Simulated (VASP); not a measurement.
Write the native input for VASP 6.6.1 that does the following.

```yaml
Task: relaxation of shape and atoms at fixed volume
Functional: PBE
Potentials_or_basis: VASP PAW PBE potentials, release 64 (Al, N)
Cutoff: 520 eV
k_mesh: 3 × 3 × 1
Occupations: gaussian, width 0.02 eV
Spin: no spin polarisation
Further_INCAR_settings: ALGO = Normal; EDIFF = 1e-07; IBRION = 2; EDIFFG = -0.002; NSW = 80; ISIF = 4
```

The structure of AlN lies in POSCAR:

```
AlN                                     
1.0
    3.1518082879      0.0000000000      0.0000000000
   -1.5759041440      2.7295460431      0.0000000000
    0.0000000000      0.0000000000      4.9339071426
  Al              N             
     2     2
Direct
     0.3333333300000021    0.6666666699999979    0.9961855878091868
     0.6666666699999979    0.3333333300000021    0.4961855878091868
     0.3333333300000021    0.6666666699999979    0.3838144121908158
     0.6666666699999979    0.3333333300000021    0.8838144121908158
```

One way to write it, as run:

INCAR

```
SYSTEM = AlN
PREC = Accurate ; ENCUT = 520
EDIFF = 1E-7 ; ISMEAR = 0
SIGMA = 0.02 ; LREAL = .False.
LASPH = .True. ; NELM = 60
ALGO = Normal ; ISIF = 4
LWAVE = .False. ; LCHARG = .False.
GGA = PE ; IBRION = 2
NSW = 80 ; EDIFFG = -0.002
```

KPOINTS

```
regular mesh
0
Gamma
  3 3 1
  0 0 0
```

Potentials or basis: VASP PAW PBE potentials, release 64 (Al, N).

Launch:

```console
$ cat potpaw_PBE.64/Al/POTCAR potpaw_PBE.64/N/POTCAR > POTCAR
$ mpirun -np 1 vasp_std > vasp.out
```

It gave:

```yaml
Pressure_after_relaxing: 0.0 GPa
Band_gap_on_the_k_mesh: 3.92 eV, direct
```

Caveat: the k mesh is coarse (spacing up to 1.27 Å⁻¹), so the values aren't converged; the relaxation stopped at its first step, so nothing moved.

Run time: 2.7 s on 1 thread of Intel(R) Xeon(R) Platinum 8488C (Sapphire Rapids), with other jobs on the host, peak memory 0.14 GiB.
